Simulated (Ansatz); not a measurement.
Te: vacancy migration on the Te sublattice

All numbers below come from DFT PBE, scalar-relativistic, plane waves, PAW in Ansatz 0.2.0. Cutoff 420 eV, Γ-centred 4×4×4 k-points, Gaussian smearing of 0.1 eV. No spin polarisation.

The perfect supercell:

```
CELL_PARAMETERS angstrom
-6.79674 3.92410 -5.53856
9.06231 2.61606 -1.84619
2.26558 -9.15623 -1.84619
ATOMIC_POSITIONS crystal
Te 0.35714 0.88095 0.54762
Te 0.50000 0.83333 0.16667
Te 0.50000 0.50000 0.50000
Te 0.21429 0.26190 0.59524
Te 0.92857 0.02381 0.69048
Te 0.35714 0.21429 0.21429
Te 0.07143 0.97619 0.30952
Te 0.50000 0.16667 0.83333
Te 0.21429 0.92857 0.92857
Te 0.07143 0.64286 0.64286
Te 0.78571 0.40476 0.73810
Te 0.21429 0.59524 0.26190
Te 0.92857 0.35714 0.35714
Te 0.64286 0.11905 0.45238
Te 0.35714 0.54762 0.88095
Te 0.07143 0.30952 0.97619
Te 0.78571 0.07143 0.07143
Te 0.64286 0.78571 0.78571
Te 0.78571 0.73810 0.40476
Te 0.92857 0.69048 0.02381
Te 0.64286 0.45238 0.11905
```

Atom 1 (Te) is removed, leaving a vacancy without charge, and atom 8 jumps 3.20 Å into it. The vacancy and the half-way point are each relaxed at fixed cell, keeping their symmetry. The supercell is small. The vacancy cell reads metallic on the mesh, and any unpaired electron is treated without spin.

Task: How high does the half-way point lie?

Result: 0.53 eV above the relaxed vacancy, with the jumping atom 0.00 Å off the straight line, where the cell's symmetry pins it, so a bent path, which could be lower, wasn't tried. This is the barrier if that point is a first-order saddle, which wasn't checked.

Cost: 2 runs of about 92 core-minutes in all, on Arm Neoverse V1 (shared hosts).